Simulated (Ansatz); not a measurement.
The system is Ga2O3.

```
Ga O
1.0
     6.10700   -1.51855    0.00000
     6.10700    1.51855    0.00000
    -1.38599    0.00000    5.63001
Ga O
4 6
Direct
  0.34134 0.34134 0.68598
  0.65866 0.65866 0.31402
  0.90950 0.90950 0.20540
  0.09050 0.09050 0.79460
  0.50410 0.50410 0.74340
  0.49590 0.49590 0.25660
  0.82670 0.82670 0.43680
  0.17330 0.17330 0.56320
  0.83550 0.83550 0.89020
  0.16450 0.16450 0.10980
```

| Property | Result |
| --- | --- |
| Program | Ansatz 0.2.0 |
| Task | relaxation of cell and atoms |
| Functional | revPBE |
| Potentials or basis | Ansatz PAW |
| Cutoff | 420 eV (not typed: the program's choice for these potentials) |
| k mesh | 9 × 9 × 5 |
| Occupations | fermi-dirac, width 0.05 eV |
| Spin | no spin polarisation |

At the start: volume 10.44 Å³/atom.

**Question.** Where does the relaxation end?

**Answer.** It ends after 10 steps and the volume is 11.19 Å³/atom (+7.2 %); space group C2/m (No. 12, to 0.05 Å).

Step by step:
```tsv
step	energy change (eV)	largest force (eV/Å)	volume (Å³)
1	0.0000	0.2801	104.42
2	-0.2044	0.1739	108.62
3	-0.2395	0.0347	111.26
4	-0.2395	0.0194	111.50
5	-0.2397	0.0171	111.47
6	-0.2397	0.0032	111.47
7	-0.2822	0.0057	111.47
8	-0.2813	0.0047	111.89
9	-0.2812	0.0006	111.92
10	-0.2831	0.0004	111.92
```

Final structure:
```
CELL_PARAMETERS angstrom
6.27851 -1.55094 0.01365
6.27851 1.55094 0.01365
-1.41233 0.00000 5.74358
ATOMIC_POSITIONS crystal
Ga 0.34166 0.34166 0.68572
Ga 0.65834 0.65834 0.31428
Ga 0.91038 0.91038 0.20531
Ga 0.08962 0.08962 0.79469
O 0.50417 0.50417 0.74302
O 0.49583 0.49583 0.25698
O 0.82609 0.82609 0.43476
O 0.17391 0.17391 0.56524
O 0.83740 0.83740 0.89077
O 0.16260 0.16260 0.10923
```

Caveat: the plane-wave basis is chosen anew once the cell has moved, so the energies of steps on either side of that aren't comparable; the pressure holds a Pulay correction of +0.7 GPa for the finite cutoff; the PAW data sets come from PBE, with cores solved anew for the run's functional, which leaves a small shift of forces and pressure.
